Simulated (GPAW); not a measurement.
Wanted: an ASE script for a GPAW 26.7.0 run.

* Task: single point
* Functional: LDA
* Potentials or basis: the program's PAW data sets (release 1.2.1) made for this functional
* Cutoff: 450 eV
* Basis: pw
* k mesh: 7 × 7 × 7
* Occupations: fermi-dirac, width 0.05 eV
* Spin: collinear spin, ferromagnetic start
* Starting moments: [0.0, 5.0] μB
* Maxiter: 120
* Convergence: default

MnS:

```
S Mn
1.0
     1.83000    1.05655    2.97092
    -1.83000    1.05655    2.97092
     0.00000   -2.11310    2.97092
S Mn
1 1
Cartesian
  0.0000 0.0000 4.4564
  0.0000 0.0000 0.0000
```

The cell is a database's computed one.

These files were run (other wordings do the same):

run.py

```python
from ase.dft.bandgap import bandgap
from ase.io import write
from ase.spacegroup import crystal
from ase.units import GPa
from gpaw import GPAW, PW

# Mn 3a
# S 3b
atoms = crystal(['Mn', 'S'],
                basis=[[0.0, 0.0, 0.0],
                       [0.3333333333, 0.6666666667, 0.1666666667]],
                spacegroup=166, setting=1,  # R-3m
                cellpar=[3.65999203, 3.65999203, 8.91276083, 90.0, 90.0, 120.0],
                primitive_cell=True)
atoms.set_initial_magnetic_moments([0.0, 5.0])

calc = GPAW(mode=PW(450),
            xc='LDA',
            kpts={'size': (7, 7, 7), 'gamma': True},
            occupations={'name': 'fermi-dirac', 'width': 0.05},
            nbands=21,
            maxiter=120,
            txt='gpaw.txt')
atoms.calc = calc
energy = atoms.get_potential_energy()
forces = atoms.get_forces()
stress = atoms.get_stress()
calc.write('gs.gpw')
write('result.traj', atoms)
print(f'Energy: {energy:.6f} eV')
print('Forces (eV/A):')
print(forces.round(4))
print('Stress (GPa):', (stress / GPa).round(3))
print('Moments:', calc.get_magnetic_moments().round(3))
print('Fermi level:', round(calc.get_fermi_level(), 4), 'eV')
print(f'Gap: {bandgap(calc)[0]:.4f} eV, direct: {bandgap(calc, direct=True)[0]:.4f} eV')
```

Potentials or basis: the program's PAW data sets (release 1.2.1) made for this functional, pw.

The run is started by

```sh
$ OMP_NUM_THREADS=1 python run.py
```

It gave:

```yaml
Pressure: -10.7 GPa
Band_gap_on_the_k_mesh: none (metal or under the smearing width)
Net_moment: 4.50 μB per cell
Site_moments: S +0.10; Mn +3.97 μB
```

Caveat: the cutoff is short for stress and forces, so pressures can be off by a GPa or more; a cell with one magnetic atom can't hold antiferromagnetic order, which such compounds often take; semilocal functionals often make such compounds metallic where correlation or magnetic order opens a gap, which also shifts bond lengths.

Run time: 39 s on 1 thread of Intel(R) Xeon(R) Platinum 8259CL CPU @ 2.50GHz (Skylake/Cascade Lake), on a shared host, peak memory 0.16 GiB.
